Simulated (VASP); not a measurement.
The system is CdS (Greenockite).

```
CELL_PARAMETERS angstrom
4.15000 0.00000 0.00000
-2.07500 3.59401 0.00000
0.00000 0.00000 6.73700
ATOMIC_POSITIONS crystal
Cd 0.33333 0.66667 0.00000
Cd 0.66667 0.33333 0.50000
S 0.33333 0.66667 0.37500
S 0.66667 0.33333 0.87500
```

| Property | Result |
| --- | --- |
| Program | VASP 6.6.1 |
| Task | relaxation of cell and atoms |
| Functional | LDA |
| Potentials or basis | VASP PAW LDA potentials, release 64 (Cd, S) |
| Cutoff | 600 eV |
| k mesh | 9 × 9 × 4 |
| Occupations | gaussian, width 0.03 eV |
| Spin | no spin polarisation |

At the start: pressure -2.7 GPa; volume 25.12 Å³/atom.

Task: How do energy, volume and symmetry change on relaxing?

Result: Over 6 steps the energy falls by 9.9 meV/atom and the volume is 24.03 Å³/atom (-4.3 %); space group P6_3mc (No. 186, to 0.05 Å).

The path:
```csv
step,energy change (eV),largest force (eV/Å),pressure (GPa),volume (Å³)
1,0.0000,0.0637,-2.70,100.48
2,-0.0331,0.0043,1.24,94.45
3,-0.0393,0.0187,0.01,96.10
4,-0.0393,0.0175,0.08,96.01
5,-0.0394,0.0006,-0.06,96.18
6,-0.0394,0.0039,-0.01,96.14
```

Final structure:
```cif
data_structure
_symmetry_space_group_name_H-M 'P 1'
_symmetry_Int_Tables_number 1
_cell_length_a 4.0835
_cell_length_b 4.0835
_cell_length_c 6.6574
_cell_angle_alpha 90.000
_cell_angle_beta 90.000
_cell_angle_gamma 120.000
_cell_volume 96.14
loop_
_atom_site_label
_atom_site_type_symbol
_atom_site_fract_x
_atom_site_fract_y
_atom_site_fract_z
_atom_site_occupancy
Cd1 Cd 0.33333 0.66667 0.99957 1
Cd2 Cd 0.66667 0.33333 0.49957 1
S1 S 0.33333 0.66667 0.37543 1
S2 S 0.66667 0.33333 0.87543 1
```
